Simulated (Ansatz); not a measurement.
Runs of Ansatz 0.2.0 on Hf. It takes space group P6_3/mmc (No. 194, hexagonal). The conventional cell has a = 3.197 Å, b = 3.197 Å, c = 5.058 Å, α = 90.00°, β = 90.00°, γ = 120.00°. Hf (site symmetry -6m2) is surrounded by 12 Hf at 3.13 to 3.20 Å. 

| task | level | spin | cell | k mesh | atoms under strain | points for each segment of the path | gap on the mesh (eV) | pressure (GPa) | relaxed volume (Å³/atom) |
| --- | --- | --- | --- | --- | --- | --- | --- | --- | --- |
| elastic constants | LDA | off | as given | 7 × 7 × 4 | clamped | - | none | -7.4 | - |
| band structure | LDA | SOC, no magnetisation | as given | 7 × 7 × 4 | - | 14 | none | -7.7 | - |
| band structure | RPBE | off | as given | 10 × 10 × 5 | - | 14 | none | 3.5 | - |
| relaxation of cell and atoms | PBEsol+D3(BJ) | off | relaxed | 10 × 10 × 5 | - | - | none | 0.0 | 20.82 |
| relaxation of cell and atoms | revPBE+D3(BJ) | off | relaxed | 10 × 10 × 5 | - | - | none | 0.0 | (c) |
| band structure | PBEsol | off | as given | 10 × 10 × 5 | - | 14 | none | -3.9 | - |
| relaxation of cell and atoms | RPBE | off | relaxed | 10 × 10 × 5 | - | - | none | 0.0 | 23.12 |
| band structure | revPBE | off | as given | 10 × 10 × 5 | - | 14 | none | 2.7 | - |
| band structure | PBEsol | SOC, no magnetisation | as given | 7 × 7 × 4 | - | 14 | none | -3.9 | - |
| relaxation of cell and atoms | BLYP+D3(BJ) | off | relaxed | 10 × 10 × 5 | - | - | - | 0.0 | (a) |
| relaxation of cell and atoms | revPBE+D4 | off | relaxed | 10 × 10 × 5 | - | - | - | 0.0 | 22.54 |
| band structure | LDA | off | as given | 10 × 10 × 5 | - | 14 | none | (b) | - |

Alike in all rows: potentials or basis Ansatz PAW; cutoff (eV) 420; smearing fermi-dirac 0.05 eV.

Problem. Estimate the missing entries.

Solution. (a) 21.32; (b) -7.8; (c) 21.72.

Caveats: the PAW data sets come from PBE, with cores solved anew for the run's functional, which leaves a small shift of forces and pressure; the plane-wave basis is chosen anew once the cell has moved, so the energies of steps on either side of that aren't comparable (some runs); spin-orbit coupling is left out, which moves the levels of the heavy elements (some runs); pairwise dispersion overbinds metals, which lowers pressure and volume (some runs); the cell is more than 3 GPa from zero pressure, which shifts response properties (some runs); elastic constants of metals need much finer meshes, so these are rough (some runs).

A k mesh can miss the band edges, and rows without SOC leave out spin-orbit coupling on Hf.

A gap of «none» marks a metal or a gap under the smearing width.

Runs at the PBE level aren't shown here.
